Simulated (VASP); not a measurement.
# Pt (Fm-3m) in VASP: a series of runs, part 2 of 2

VASP 6.6.1. The steps go on from the part before.

## (3) Relaxation of cell and atoms, PBE

This run uses another cell than the first one, of 15.49 Å³/atom, 1.027 times its volume.

Input file INCAR:

```
ALGO = Fast ; EDIFF = 1E-7
EDIFFG = -0.002 ; ENCUT = 520
GGA = PE ; IBRION = 2
ISIF = 3 ; ISMEAR = 0
LASPH = T ; LCHARG = F
LREAL = F ; LWAVE = F
NELM = 80 ; NSW = 80
PREC = Accurate ; SIGMA = 0.1
```

Input file KPOINTS:

```
k-points
0
Gamma
  4 4 4
```

Input file POSCAR:

```
Pt                                      
1.0
   -0.0000000000      1.9786866902      1.9786866902
    1.9786866902      0.0000000000      1.9786866902
    1.9786866902      1.9786866902      0.0000000000
  Pt            
     1
Direct
     0.0000000000000000    0.0000000000000000    0.0000000000000000
```

Potentials or basis: VASP PAW PBE potentials, release 64 (Pt).

Command:

```
$ cat potpaw_PBE.64/Pt/POTCAR > POTCAR
$ mpirun -np 1 vasp_std > vasp.out
```

OUTCAR:

```text
EDIFF = 1E-7
   EDIFFG = -0.002
   ENCUT = 520
   GGA = PE
   IBRION = 2
   ISIF = 3
   ISMEAR = 0
   LASPH = T
   LREAL = F
   NELM = 80
   NSW = 80
   PREC = Accurate

 ion  position               nearest neighbor table
   1  0.000  0.000  0.000-

  LATTYP: Found a face centered cubic cell.
 ALAT       =     3.9573733804

  Lattice vectors:

 A1 = (   0.0000000000,   1.9786866902,   1.9786866902)
 A2 = (   1.9786866902,   0.0000000000,   1.9786866902)
 A3 = (   1.9786866902,   1.9786866902,   0.0000000000)

Analysis of symmetry for initial positions (statically):
=====================================================================
 Subroutine PRICEL returns:
 Original cell was already a primitive cell.

 Routine SETGRP: Setting up the symmetry group for a
 face centered cubic supercell.

 Subroutine GETGRP returns: Found 48 space group operations
 (whereof 48 operations were pure point group operations)
 out of a pool of 48 trial point group operations.

The static configuration has the point symmetry O_h .

Analysis of symmetry for dynamics (positions and initial velocities):
=====================================================================
 Subroutine PRICEL returns:
 Original cell was already a primitive cell.

 Routine SETGRP: Setting up the symmetry group for a
 face centered cubic supercell.

 Subroutine GETGRP returns: Found 48 space group operations
 (whereof 48 operations were pure point group operations)
 out of a pool of 48 trial point group operations.

The dynamic configuration has the point symmetry O_h .

 Subroutine INISYM returns: Found 48 space group operations
 (whereof 48 operations are pure point group operations),
 and found     1 'primitive' translations

----------------------------------------------------------------------------------------

                                     Primitive cell

  volume of cell :      15.4939

[... 94 lines left out ...]
   GGA     = PE    functional components
   LHFCALC =     F    Hartree Fock is set to
   AEXX    =    0.0000 exact exchange contribution
   IVDW    =     0    specifies the selected vdW correction
   LEPSILON=     F    determine dielectric tensor
   LRPA    =     F    only Hartree local field effects (RPA)
 conjugate gradient relaxation of ions
 non-spin polarized calculation
 RMM-DIIS sequential band-by-band and
 Gauss-broadening in eV      SIGMA  =   0.10
  energy-cutoff  :      520.00
  volume of cell :       15.49
 maximum number of plane-waves:       444
 NGX is ok and might be reduce to    24
   NGX = 11   NGY = 11   NGZ = 11

 number of electron      10.0000001 magnetization

 Free energy of the ion-electron system (eV)
  ---------------------------------------------------
  ext. energy  EPLUGINS =         0.00000000
  ---------------------------------------------------
  free energy    TOTEN  =        -6.21471901 eV

  energy without entropy =       -6.19601711  energy(sigma->0) =       -6.20536806

 E-fermi :  10.9404     XC(G=0): -13.3296

 val. band max:       10.9007160794   @ k =   0.5000   0.2500   0.0000
 cond. band min:      11.2027620621   @ k =   0.5000   0.5000   0.0000
 fundamental gap:      0.3020459827
 Fermi energy:        10.9403981107

 k-point     1 :       0.0000    0.0000    0.0000
  band No.  band energies     occupation
      1       0.8344      2.00000
      2       7.1145      2.00000
      3       7.1145      2.00000
      4       7.1145      2.00000
      5       9.1916      2.00000
      6       9.1916      2.00000
      7      25.4474      0.00000
      8      30.2898      0.00000
      9      30.2898      0.00000
[... 73 lines left out ...]
 k-point     8 :      -0.2500    0.5000    0.2500
  band No.  band energies     occupation
      1       5.3422      2.00000
      2       6.3803      2.00000
      3       6.3803      2.00000
      4       8.8455      2.00000
      5      11.2061      0.00017
      6      17.6838      0.00000
      7      18.8925      0.00000
      8      18.8925      0.00000
      9      22.5811      0.00000

------------------------ aborting loop because EDIFF is reached ----------------------------------------

  FORCE on cell =-STRESS in cart. coord.  units (eV):
  Direction    XX          YY          ZZ          XY          YZ          ZX
  --------------------------------------------------------------------------------------
  -------------------------------------------------------------------------------------
  Total        0.0016679      0.0016679      0.0016679      0.0000000     -0.0000000      0.0000000
  in kB        0.1724750      0.1724750      0.1724750      0.0000000     -0.0000000      0.0000000
  external PRESSURE =       0.1724750 kB  Pullay stress =       0.0000000 kB

 VOLUME and BASIS-vectors are now :
 -----------------------------------------------------------------------------
  energy-cutoff  :      520.00
  volume of cell :       15.49
      direct lattice vectors                 reciprocal lattice vectors
     0.000000000  1.978686690  1.978686690    -0.252692861  0.252692861  0.252692861
     1.978686690  0.000000000  1.978686690     0.252692861 -0.252692861  0.252692861
     1.978686690  1.978686690  0.000000000     0.252692861  0.252692861 -0.252692861

 POSITION                                       TOTAL-FORCE (eV/Angst)
 -----------------------------------------------------------------------------------
      0.00000      0.00000      0.00000        -0.000000     -0.000000     -0.000000
 -----------------------------------------------------------------------------------
    total drift:                               -0.000000      0.000000     -0.000000

  FREE ENERGIE OF THE ION-ELECTRON SYSTEM (eV)
  ---------------------------------------------------
  free  energy   TOTEN  =        -6.2147190120 eV

  energy  without entropy=       -6.1960171099  energy(sigma->0) =       -6.20536806

 reached required accuracy - stopping structural energy minimisation
```

It took 2.5 s on 1 thread of AMD EPYC 9R45 (Zen 5), shared host; peak memory 0.1 GiB.

Results:

```
Free energy             : -6.2147 eV
Pressure after relaxing : 0.0 GPa
Band gap on the k mesh  : none (metal or under the smearing width)
```

Final structure:
```yaml
crystal:
  lattice:
    - [0.00000, 1.97869, 1.97869]
    - [1.97869, 0.00000, 1.97869]
    - [1.97869, 1.97869, 0.00000]
  atoms:
    - { symbol: Pt, position: [0.00000, 0.00000, 0.00000] }
```

Levels at points of the mesh, in eV from the Fermi level:
```
           k point  band 2  band 3  band 4  band 5  band 6  band 7  band 8  band 9
(0.00, 0.00, 0.00)   -3.83   -3.83   -3.83   -1.75   -1.75   14.51   19.35   19.35
(0.50, 0.00, 0.00)   -3.88   -3.88   -0.55   -0.16   -0.16    5.44   14.08   18.60
(0.50, 0.50, 0.00)   -6.54   -0.18    0.26    0.26    1.64    8.40   11.12   11.12
```

Caveat: the k mesh is coarse (spacing up to 0.69 Å⁻¹), so the values aren't converged; the relaxation stopped at its first step, so nothing moved.
